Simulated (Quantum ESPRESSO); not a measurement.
TiO2:

```
Ti O
1.0
     4.59984    0.00000    0.00000
     0.00000    4.59984    0.00000
     0.00000    0.00000    2.95921
Ti O
2 4
Direct
  0.00000 0.00000 0.50000
  0.50000 0.50000 0.00000
  0.30432 0.30432 0.50000
  0.19568 0.80432 0.00000
  0.80432 0.19568 0.00000
  0.69568 0.69568 0.50000
```

The cell is a database's computed one.

Base run:

```yaml
Program: Quantum ESPRESSO 7.5
Functional: PBEsol
Potentials_or_basis: GBRV 1.5 PBEsol
Cutoff: 612 eV
Density_cutoff: 4898 eV
k_mesh: 6 × 6 × 9
Occupations: fermi-dirac, width 0.05 eV
Spin: no spin polarisation
```

Its results: band gap on the k mesh 1.83 eV, direct; pressure -2.5 GPa; largest force 0.061 eV/Å.

After a change of settings the same cell gave: band gap on the k mesh 1.78 eV, direct; pressure -8.3 GPa; largest force 0.111 eV/Å. Which change was it?
A. functional from PBEsol to WC; potentials or basis from GBRV 1.5 PBEsol to PseudoDojo 0.4.1 SR PBE standard; cutoff from 612 eV to 1143 eV; density cutoff from 4898 eV to 4572 eV
B. functional from PBEsol to PBE; potentials or basis from GBRV 1.5 PBEsol to SSSP 1.3 efficiency PBE; cutoff from 612 eV to 748 eV; density cutoff from 4898 eV to 5987 eV
C. functional from PBEsol to PBE; potentials or basis from GBRV 1.5 PBEsol to PseudoDojo 0.4.1 SR PBE standard; cutoff from 612 eV to 1143 eV; density cutoff from 4898 eV to 4572 eV
D. functional from PBEsol to LDA; potentials or basis from GBRV 1.5 PBEsol to GBRV 1.5 LDA

D.

Not every run made on this cell is shown here.
